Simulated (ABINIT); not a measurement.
Set up this calculation in ABINIT 10.8.3 (patched build), as the native input.

* Task: relaxation of cell and atoms
* Functional: PBEsol
* Potentials or basis: JTH PAW PBE v2.0
* Cutoff: 408 eV
* k mesh: 9 × 9 × 2
* Occupations: fermi-dirac, width 0.05 eV
* Spin: no spin polarisation
* Cell freedom (optcell): 2
* Cutoff smearing ecutsm (Ha): 0.5
* Optimiser (ionmov): 2
* Force stop (Ha/bohr): 0.0002
* Fine-grid cutoff: 816.342 eV

MoSe2:

```
Mo Se
1.0
     3.28800    0.00000    0.00000
    -1.64400    2.84749    0.00000
     0.00000    0.00000   12.90000
Mo Se
2 4
Cartesian
  1.6440 0.9492 9.6750
  0.0000 1.8983 3.2250
  1.6440 0.9492 4.8375
  0.0000 1.8983 11.2875
  1.6440 0.9492 1.6125
  0.0000 1.8983 8.0625
```

One way to write it, as run:

run.abi

```
# Pseudopotentials
pp_dirpath "./"
pseudos "Mo.GGA_PBE-JTH.xml, Se.GGA_PBE-JTH.xml"

# Structure
acell 6.2134194978 6.2134194977 24.3774670077
rprim
     1.0000000000     0.0000000000     0.0000000000
    -0.5000000000     0.8660254038     0.0000000000
     0.0000000000     0.0000000000     1.0000000000
ntypat 2
znucl 42 34
natom 6
typat 1 1 2 2 2 2
xred
     0.6666666667     0.3333333333     0.7500000000
     0.3333333333     0.6666666667     0.2500000000
     0.6666666667     0.3333333333     0.3750000000
     0.3333333333     0.6666666667     0.8750000000
     0.6666666667     0.3333333333     0.1250000000
     0.3333333333     0.6666666667     0.6250000000
chkprim 0
chksymtnons 0
tolsym 1.0e-6

# Plane-wave basis
ecut 408.170794 eV
pawecutdg 30.0
pawxcdev 0
pawovlp -1

# k points
kptopt 1
ngkpt 9 9 2
nshiftk 1
shiftk 0.0 0.0 0.0

# Exchange and correlation
ixc -116133

# Bands and occupations
nband 32
occopt 3
tsmear 0.05 eV

# SCF cycle
nstep 100
tolvrs 1.0e-9

# Output
iomode 3
prtwf 0
prtden 0
prteig 0
prtebands 0
enunit 2

# Relaxation
ionmov 2
ntime 60
tolmxf 0.0002
optcell 2
dilatmx 1.08
ecutsm 0.5
```

Potentials or basis: JTH PAW PBE v2.0.

The run is started by

```console
$ mpirun --bind-to none -np 4 abinit run.abi > log 2>&1
```

It gave:

| Property | Result |
| --- | --- |
| Relaxed volume | 20.31 Å³/atom |
| Relaxed cell | a = 3.272 Å, b = 3.272 Å, c = 13.145 Å, α = 90.00°, β = 90.00°, γ = 120.00° |
| Space group after relaxing (to 0.05 Å) | P6_3/mmc (No. 194) |
| Energy gained by relaxing | 14.1 meV/atom |
| Ionic steps | 7 |
| Pressure after relaxing | 0.0 GPa |
| Largest force after relaxing | 0.003 eV/Å |
| Band gap on the k mesh | 0.99 eV, indirect (least direct gap 1.49 eV) |
| Valence electrons inside the program's atomic spheres | Mo 11.28; Se 3.98, 3.99 |

Caveat: the PAW data sets were made with another functional, which shifts forces and pressure a little; an odd mesh through Γ misses points on the zone boundary, where band edges often lie; this functional lacks dispersion, which binds the layers, so the pressure and a relaxed spacing across them are unreliable.

It took 3 min on 4 MPI ranks on Intel(R) Xeon(R) Platinum 8488C (Sapphire Rapids), on a shared host, peak memory 0.56 GiB a rank.
